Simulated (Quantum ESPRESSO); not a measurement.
Runs of Quantum ESPRESSO 7.5 on MoS2. It takes space group P6_3/mmc (No. 194, hexagonal). The conventional cell has a = 3.169 Å, b = 3.169 Å, c = 12.324 Å, α = 90.00°, β = 90.00°, γ = 120.00°. Around Mo (site symmetry -6m2) lie 6 S at 2.41 Å. S (site symmetry 3m) has 3 Mo at 2.41 Å as nearest neighbours. 

```tsv
task	level	potentials or basis	form of the LDA correlation	gap on the mesh (eV)	pressure (GPa)	V0 of scaled cells (Å³/atom)	B0 (GPa)	largest force (eV/Å)
equation of state	PBEsol	GBRV 1.5 PBEsol	-	-	-	(b)	157	-
band structure	PBEsol	GBRV 1.5 PBEsol	-	0.88	-3.3	-	-	0.33
equation of state	LDA	GBRV 1.5 LDA	PZ81	-	-	17.21	165	-
band structure	LDA	GBRV 1.5 LDA	PZ81	0.85	-5.8	-	-	(a)
single point	PBEsol	GBRV 1.5 PBEsol	-	0.88	-3.3	-	-	0.33
```

Alike in all rows: no spin polarisation; cell as given; k mesh 10 × 10 × 3; cutoff (eV) 612; smearing fermi-dirac 0.05 eV.

Task: Estimate the missing entries.

Result: (a) 0.48; (b) 17.50.

Caveats: this functional lacks dispersion, which binds the layers, so the pressure and a relaxed spacing across them are unreliable (some runs); the cell was scaled at fixed shape and fractional positions, which overstates the stiffness of a crystal with free parameters, most of all of layers and chains (some runs); some levels on the path didn't converge (some runs); an odd mesh through Γ misses points on the zone boundary, where band edges often lie (some runs).

A k mesh can miss the band edges, and the runs leave out spin-orbit coupling on Mo.
